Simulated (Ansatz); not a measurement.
AgCl: one input, then a changed one

The cell is COD entry 9011666, as deposited and not checked against the literature; nothing was relaxed. The listed cell was then made from it by scaling, straining or moving an atom.

First run: DFT, PBE, PAW with Ansatz's default frozen-core files, scalar-relativistic (Ansatz 0.2.0).

Command: `ansatz run input.yaml --threads 1 --pin off --max-ram 2048MiB --backend cpu --events-out ev --progress --plain --runs-dir out` The run took 2.4 s on 1 thread of Arm Neoverse V2, on a shared host, peak memory 0.34 GiB.

```yaml
crystal:
  lattice:
    - [0.0, 2.8096430007, 2.8096430007]
    - [2.8096430007, 0.0, 2.8096430007]
    - [2.8096430007, 2.8096430007, 0.0]
  atoms:
    - { symbol: Ag, position: [0.5, 0.5, 0.5] }
    - { symbol: Cl, position: [0.0, 0.0, 0.0] }
kpoints:
  mp_grid: { grid: [9, 9, 9] }
scf:
  occupations: { method: fermi_dirac, width: 0.01 }
hamiltonian:
  xc: pbe
  pseudopotentials: { kind: paw }
output:
  forces: true
  stress: true
  eigenvalues: true
  efg: { contact_densities: true }
```

Result: converged; pressure -0.17 GPa; gap on the k mesh 0.97 eV (the mesh can miss the band edges); 6 SCF iterations.

The input is then changed:

```diff
@@ -10,8 +10,9 @@
   mp_grid: { grid: [9, 9, 9] }
 scf:
-  occupations: { method: fermi_dirac, width: 0.01 }
+  occupations: { method: tetrahedron }
 hamiltonian:
   xc: pbe
   pseudopotentials: { kind: paw }
+  hubbard: { sites: [{ species: Ag, l: d, u_eff: 1.0 }], double_counting: fll }
 output:
   forces: true
```

Q: What does the second run give?

A: It converged; pressure 0.01 GPa; gap on the k mesh 1.19 eV (the mesh can miss the band edges); 8 SCF iterations.
